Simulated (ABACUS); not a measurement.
# CsBr (Pm-3m) in ABACUS: reference runs

Reference runs on CsBr: the cell as given and a disturbed copy.

All numbers are computed with ABACUS 3.10.1; they aren't measurements. Logs are shortened: lines on timing, memory, paths and dates and some standing lists are left out, and cuts for length are marked.

## 1. The structure

The structure is cubic, space group Pm-3m (No. 221). The conventional cell has a = 4.326 Å, b = 4.326 Å, c = 4.326 Å, α = 90.00°, β = 90.00°, γ = 90.00°. Around Cs (site symmetry m-3m) lie 8 Br at 3.75 Å. Br (site symmetry m-3m) is surrounded by 8 Cs at 3.75 Å.

The cell comes from a database or a generator and needn't be the stable form of this composition.

## 2. Single point, PBEsol

The input, INPUT:

```
INPUT_PARAMETERS
suffix              CsBr
calculation         scf
basis_type          pw
pseudo_dir          ./
symmetry            1
dft_functional      pbesol
ecutwfc             50
pseudo_rcut         7
nspin               1
nbands              12
ks_solver           dav
smearing_method     fd
smearing_sigma      0.00367493
scf_thr             1e-08
scf_nmax            100
mixing_type         broyden
mixing_beta         0.7
cal_force           1
cal_stress          1
kpar                4
```

The input, STRU:

```
ATOMIC_SPECIES
Cs 132.9055 Cs.upf
Br 79.9040 Br.upf

LATTICE_CONSTANT
1.8897261246

LATTICE_VECTORS
4.3256222200 0.0000000000 0.0000000000
0.0000000000 4.3256222200 0.0000000000
0.0000000000 0.0000000000 4.3256222200

ATOMIC_POSITIONS
Direct

Cs
0.0
1
0.0000000000 0.0000000000 0.0000000000 1 1 1

Br
0.0
1
0.5000000000 0.5000000000 0.5000000000 1 1 1
```

The input, KPT:

```
K_POINTS
0
Gamma
6 6 6 0 0 0
```

Potentials or basis: PseudoDojo NC SR 0.4.1 PBEsol standard, plane waves.

Run with:

```sh
OMP_NUM_THREADS=1 mpirun -np 4 abacus > log
```

running log:

```text
ABACUS v3.10.1

               Atomic-orbital Based Ab-initio Computation at UStc

 ------------------------------------------------------------------------------------

 READING GENERAL INFORMATION
                           global_out_dir = OUT.CsBr/
                           global_in_card = INPUT
                               pseudo_dir = ./
[... 8 lines left out ...]

 READING ATOM TYPE 1
                               atom label = Cs
                      L=0, number of zeta = 1
                      L=1, number of zeta = 1
                      L=2, number of zeta = 1
             number of atom for this type = 1

 READING ATOM TYPE 2
                               atom label = Br
                      L=0, number of zeta = 1
                      L=1, number of zeta = 1
                      L=2, number of zeta = 1
             number of atom for this type = 1

                        TOTAL ATOM NUMBER = 2
DIRECT COORDINATES
    atom                   x                   y                   z     mag                  vx                  vy                  vz
taud_Cs1            0.0000000000        0.0000000000        0.0000000000  0.0000        0.0000000000        0.0000000000        0.0000000000
taud_Br1            0.5000000000        0.5000000000        0.5000000000  0.0000        0.0000000000        0.0000000000        0.0000000000

                          Volume (Bohr^3) = 546.188
                             Volume (A^3) = 80.9367

 Lattice vectors: (Cartesian coordinate: in unit of a_0)
             +4.32562                  +0                  +0
                   +0            +4.32562                  +0
                   +0                  +0            +4.32562
 Reciprocal vectors: (Cartesian coordinate: in unit of 2 pi/a_0)
            +0.231181                  -0                  +0
                   -0           +0.231181                  -0
                   +0                  -0           +0.231181
 The esolver type has been set to : ksdft_pw

                PAO radial cut off (Bohr) = 7

 Read in pseudopotential file is Cs.upf
                     pseudopotential type = NC
          exchange-correlation functional = PBESOL
                 nonlocal core correction = 1
                        valence electrons = 9
                                     lmax = 3
                           number of zeta = 3
                     number of projectors = 8
                           L of projector = 0
                           L of projector = 0
                           L of projector = 1
                           L of projector = 1
                           L of projector = 2
                           L of projector = 2
                           L of projector = 3
                           L of projector = 3
                PAO radial cut off (Bohr) = 7

 Read in pseudopotential file is Br.upf
                     pseudopotential type = NC
          exchange-correlation functional = PBESOL
                 nonlocal core correction = 1
                        valence electrons = 7
                                     lmax = 2
                           number of zeta = 2
[... 5 lines left out ...]
                           L of projector = 2
                           L of projector = 2
     initial pseudo atomic orbital number = 9

 SETUP THE ELECTRONS NUMBER
            electron number of element Cs = 9
      total electron number of element Cs = 9
            electron number of element Br = 7
      total electron number of element Br = 7
            AUTOSET number of electrons:  = 16
                           occupied bands = 8
                                   NBANDS = 12
                                   NLOCAL = 18

%%%%%%%%%%%%%%%%%%%%%%%%%%%%%%%%%%%%%%%%%%%%%%%%%%%%%%%%%%%%%%%%%%%%%%%%%%%%%%%%%%%%%%%%%%%%%%%%%%%%%%%%%%
 Warning: the number of valence electrons in pseudopotential > 1 for Cs: [Xe] 6s1
 Pseudopotentials with additional electrons can yield (more) accurate outcomes, but may be less efficient.
 If you're confident that your chosen pseudopotential is appropriate, you can safely ignore this warning.
%%%%%%%%%%%%%%%%%%%%%%%%%%%%%%%%%%%%%%%%%%%%%%%%%%%%%%%%%%%%%%%%%%%%%%%%%%%%%%%%%%%%%%%%%%%%%%%%%%%%%%%%%%

 SETUP THE PLANE WAVE BASIS
 energy cutoff for charge/potential (unit:Ry) = 200
            fft grid for charge/potential = [ 40, 40, 40 ]
                        fft grid division = [ 1, 1, 1 ]
        big fft grid for charge/potential = [ 40, 40, 40 ]
                                     nbxx = 64000
                                     nrxx = 64000

 SETUP PLANE WAVES FOR CHARGE/POTENTIAL
                    number of plane waves = 26001
                         number of sticks = 1069

 PARALLEL PW FOR CHARGE/POTENTIAL
     PROC   COLUMNS(POT)             PW
        1           1069          26001
 --------------- sum -------------------
[... 54 lines left out ...]
                                    ibrav = 1
                       right hand lattice = 1
                        ROTATION MATRICES = 48
                               nkstot_ibz = 20
K-POINTS REDUCTION ACCORDING TO SYMMETRY
     IBZ    DIRECT_X    DIRECT_Y    DIRECT_Z  WEIGHT  ibz2bz
       1  0.00000000  0.00000000  0.00000000  0.0046       0
       2  0.16666667  0.00000000  0.00000000  0.0278       1
       3  0.33333333  0.00000000  0.00000000  0.0278       2
       4  0.50000000  0.00000000  0.00000000  0.0139       3
       5  0.16666667  0.16666667  0.00000000  0.0556       7
       6  0.33333333  0.16666667  0.00000000  0.1111       8
[... 12 lines left out ...]
      19  0.50000000  0.50000000  0.33333333  0.0278      93
      20  0.50000000  0.50000000  0.50000000  0.0046     129

                               nkstot now = 20
[... K-POINTS DIRECT COORDINATES: 20 rows ...]

           k-point number in this process = 5
       minimum distributed K point number = 5
[... stars of the k points ...]

[... K-POINTS CARTESIAN COORDINATES: 5 rows ...]

[... K-POINTS DIRECT COORDINATES: 5 rows ...]

 SETUP PLANE WAVES FOR WAVE FUNCTIONS
     energy cutoff for wavefunc (unit:Ry) = 50
              fft grid for wave functions = [ 40, 40, 40 ]
                    number of plane waves = 3887
                         number of sticks = 293

 PARALLEL PW FOR WAVE FUNCTIONS
     PROC   COLUMNS(POT)             PW
        1            293           3887
 --------------- sum -------------------
        1            293           3887

 SETUP NONLOCAL PSEUDOPOTENTIALS IN PLANE WAVE BASIS
 Cs non-local projectors:
 projector 1 L=0
 projector 2 L=0
 projector 3 L=1
 projector 4 L=1
 projector 5 L=2
 projector 6 L=2
 projector 7 L=3
 projector 8 L=3
 Br non-local projectors:
 projector 1 L=0
 projector 2 L=0
 projector 3 L=1
 projector 4 L=1
 projector 5 L=2
 projector 6 L=2
      TOTAL NUMBER OF NONLOCAL PROJECTORS = 50

 Init Non-Local PseudoPotential table :
 Init Non-Local-Pseudopotential done.

                                     npwx = 3250

 Make real space PAO into reciprocal space.
       max mesh points in Pseudopotential = 701
     dq(describe PAO in reciprocal space) = 0.01
                                    max q = 853

 number of pseudo atomic orbitals for Cs is 3
WARNING: norm of atomic wavefunction # 2 of atomic type Cs is 0.999959, renormalized
WARNING: norm of atomic wavefunction # 3 of atomic type Cs is 0.876238, renormalized

 number of pseudo atomic orbitals for Br is 2
WARNING: norm of atomic wavefunction # 1 of atomic type Br is 0.999998, renormalized
WARNING: norm of atomic wavefunction # 2 of atomic type Br is 0.999793, renormalized

 -------------------------------------------
 SELF-CONSISTENT
 -------------------------------------------
                                 init_chg = atomic

 PW ALGORITHM --------------- ION=   1  ELEC=   1--------------------------------
 Notice: Threshold on eigenvalues was too large.
 hsover_error=0.16 > DRHO=0.113942
 Origin diag ethr = 0.01
 New diag ethr = 0.000712139

 Density error is 0.110051466223
                          Error Threshold = 0.000712138623665
----------------------------------------------------------
     Energy           Rydberg                 eV
----------------------------------------------------------
 E_KohnSham     -78.4110622976       -1066.8372334802
 E_Harris       -78.3894454455       -1066.5431211192
 E_Fermi        0.3925481882         5.3408920992
----------------------------------------------------------
[... 63 lines left out ...]
 Density error is 6.72594167211e-10
                          Error Threshold = 2.66496132286e-09
----------------------------------------------------------
     Energy           Rydberg                 eV
----------------------------------------------------------
 E_KohnSham     -78.4347949333       -1067.1601325549
 E_KS(sigma->0) -78.4347949333       -1067.1601325549
 E_Harris       -78.4347872803       -1067.1600284304
 E_band         -4.5536161628        -61.9551263196
 E_one_elec     -5.9444691558        -80.8786521036
 E_Hartree      9.0355097471         122.9344168953
 E_xc           -24.0412829301       -327.0984350794
 E_Ewald        -57.4845525946       -782.1174622672
 E_entropy(-TS) 0.0000000000         0.0000000000
 E_descf        0.0000000000         0.0000000000
 E_exx          0.0000000000         0.0000000000
 E_Fermi        0.3430033967         4.6668006285
----------------------------------------------------------

 charge density convergence is achieved
 final etot is -1067.1601326 eV
 EFERMI = 4.6668006285 eV

 STATE ENERGY(eV) AND OCCUPATIONS    NSPIN == 1
 1/5 kpoint (Cartesian) = 0.0000 0.0000 0.0000 (3239 pws)
       1       -17.0032     0.00925926
       2       -9.56638     0.00925926
       3       -3.58143     0.00925926
       4       -3.58143     0.00925926
       5       -3.58143     0.00925926
       6        2.78021     0.00925926
       7        2.78021     0.00925926
       8        2.78021     0.00925926
       9        7.02011    3.35758e-23
      10        7.63702    1.47094e-28
      11        7.63702    1.47094e-28
      12        11.8235    6.37486e-65
[... 43 lines left out ...]
 5/5 kpoint (Cartesian) = 0.038530 0.038530 0.0000 (3239 pws)
       1       -16.9797       0.111111
       2       -9.56358       0.111111
       3       -3.73016       0.111111
       4       -3.62465       0.111111
       5       -3.53511       0.111111
       6        2.24191       0.111111
       7        2.59063       0.111111
       8        2.71205       0.111111
       9        8.06923    3.10903e-31
      10        8.15827    5.23832e-32
      11        8.58683    9.92586e-36
      12        11.1480    5.63226e-58

------------------------------------------------------------------------------------------
 TOTAL-FORCE (eV/Angstrom)
------------------------------------------------------------------------------------------
                       Cs1         0.0000000000         0.0000000000         0.0000000000
                       Br1         0.0000000000         0.0000000000         0.0000000000
------------------------------------------------------------------------------------------

----------------------------------------------------------------
 TOTAL-STRESS (KBAR)
----------------------------------------------------------------
        -8.1651448077         0.0000000000        -0.0000000000
        -0.0000000000        -8.1651448077         0.0000000000
         0.0000000000         0.0000000000        -8.1651448077
----------------------------------------------------------------
 TOTAL-PRESSURE: -8.165145 KBAR

 --------------------------------------------
 !FINAL_ETOT_IS -1067.1601325549031571 eV
 --------------------------------------------
```

Wall time 6.8 s (4 MPI ranks of Intel Xeon Platinum 8259CL at 2.50GHz (Skylake/Cascade Lake), shared host); peak memory 0.32 GiB.

What came out:

```yaml
Free_energy: -1067.1601 eV
Pressure: -0.8 GPa
Band_gap_on_the_k_mesh: 4.23 eV, indirect (least direct gap 4.24 eV)
```

Levels at points of the mesh, in eV from the valence-band top:
```
           k point  band 4  band 5  band 6  band 7  band 8  band 9  band 10  band 11
(0.00, 0.00, 0.00)   -6.37   -6.37   -0.01   -0.01   -0.01    4.23     4.85     4.85
(0.50, 0.00, 0.00)   -6.27   -6.27   -1.30   -0.20   -0.20    5.85     7.08     7.45
(0.50, 0.50, 0.00)   -6.93   -6.21   -0.58   -0.58    0.00    5.14     5.37     7.15
(0.50, 0.50, 0.50)   -6.75   -6.75   -1.14   -1.14   -1.14    8.14     8.14     8.14
```

Caveat: spin-orbit coupling is left out, which moves the levels of the heavy elements.

## 3. Single point, PBEsol (atoms moved at random, drawn with an rms of 0.05 Å)

Changes to INPUT since step 2:

```diff
@@ -20,2 +20,4 @@
 cal_stress          1
-kpar                4
+out_chg             1
+out_pot             2
+out_elf             1
```

Changes to STRU since step 2:

```diff
@@ -18,3 +18,3 @@
 1
-0.0000000000 0.0000000000 0.0000000000 1 1 1
+0.0135410000 -0.0027520000 0.0011840000 1 1 1
 
@@ -23,2 +23,2 @@
 1
-0.5000000000 0.5000000000 0.5000000000 1 1 1
+0.5073350000 0.4997890000 0.4971940000 1 1 1
```

KPT is that of step 2.

Potentials or basis: PseudoDojo NC SR 0.4.1 PBEsol standard, plane waves.

Run with:

```sh
OMP_NUM_THREADS=1 mpirun -np 4 abacus > log
```

running log:

```text
ABACUS v3.10.1

               Atomic-orbital Based Ab-initio Computation at UStc

 ------------------------------------------------------------------------------------

 READING GENERAL INFORMATION
                           global_out_dir = OUT.CsBr/
                           global_in_card = INPUT
                               pseudo_dir = ./
[... 8 lines left out ...]

 READING ATOM TYPE 1
                               atom label = Cs
                      L=0, number of zeta = 1
                      L=1, number of zeta = 1
                      L=2, number of zeta = 1
             number of atom for this type = 1

 READING ATOM TYPE 2
                               atom label = Br
                      L=0, number of zeta = 1
                      L=1, number of zeta = 1
                      L=2, number of zeta = 1
             number of atom for this type = 1

                        TOTAL ATOM NUMBER = 2
DIRECT COORDINATES
    atom                   x                   y                   z     mag                  vx                  vy                  vz
taud_Cs1            0.0135410000        0.9972480000        0.0011840000  0.0000        0.0000000000        0.0000000000        0.0000000000
taud_Br1            0.5073350000        0.4997890000        0.4971940000  0.0000        0.0000000000        0.0000000000        0.0000000000

                          Volume (Bohr^3) = 546.188
                             Volume (A^3) = 80.9367

[... 337 lines left out ...]

 charge density convergence is achieved
 final etot is -1067.1598039 eV
 EFERMI = 4.6666971625 eV
The vacuum level is 6.0532123772 eV

 STATE ENERGY(eV) AND OCCUPATIONS    NSPIN == 1
 1/112 kpoint (Cartesian) = 0.0000 0.0000 0.0000 (805 pws)
       1       -17.0029     0.00925926
       2       -9.56659     0.00925926
       3       -3.58126     0.00925926
       4       -3.58120     0.00925926
       5       -3.58112     0.00925926
       6        2.77946     0.00925926
       7        2.77982     0.00925926
       8        2.78016     0.00925926
       9        7.02015    3.34793e-23
      10        7.63744    1.45563e-28
      11        7.63863    1.42124e-28
      12        11.8232    6.39182e-65
[... 57 lines left out ...]
 6/112 kpoint (Cartesian) = 0.038530 0.038530 0.0000 (789 pws)
       1       -16.9794      0.0185185
       2       -9.56381      0.0185185
       3       -3.73002      0.0185185
       4       -3.62434      0.0185185
       5       -3.53490      0.0185185
       6        2.24170      0.0185185
       7        2.59052      0.0185185
       8        2.71182      0.0185185
       9        8.06926    5.16774e-32
      10        8.15866    8.64568e-33
      11        8.58708    1.64285e-36
      12        11.1479    9.38214e-59

[... levels at 106 further k points ...]

------------------------------------------------------------------------------------------
 TOTAL-FORCE (eV/Angstrom)
------------------------------------------------------------------------------------------
                       Cs1        -0.0154873241         0.0063933461        -0.0099519429
                       Br1         0.0154873241        -0.0063933461         0.0099519429
------------------------------------------------------------------------------------------

----------------------------------------------------------------
 TOTAL-STRESS (KBAR)
----------------------------------------------------------------
        -8.1274905774        -0.0230914252         0.0360835994
        -0.0230914252        -8.1219013764        -0.0149167523
         0.0360835994        -0.0149167523        -8.1237290238
----------------------------------------------------------------
 TOTAL-PRESSURE: -8.124374 KBAR

 --------------------------------------------
 !FINAL_ETOT_IS -1067.1598038915321922 eV
 --------------------------------------------
```

Wall time 31 s (4 MPI ranks of Intel Xeon Platinum 8259CL at 2.50GHz (Skylake/Cascade Lake), shared host); peak memory 0.36 GiB.

Results:

```yaml
Free_energy: -1067.1598 eV
Pressure: -0.8 GPa
Largest_force: 0.019 eV/Å
Band_gap_on_the_k_mesh: 4.23 eV, indirect (least direct gap 4.24 eV)
```

Forces in eV/Å, atoms in the order of the input:
```
Cs  -0.015  0.006 -0.010
Br   0.015 -0.006  0.010
```

Caveat: spin-orbit coupling is left out, which moves the levels of the heavy elements.
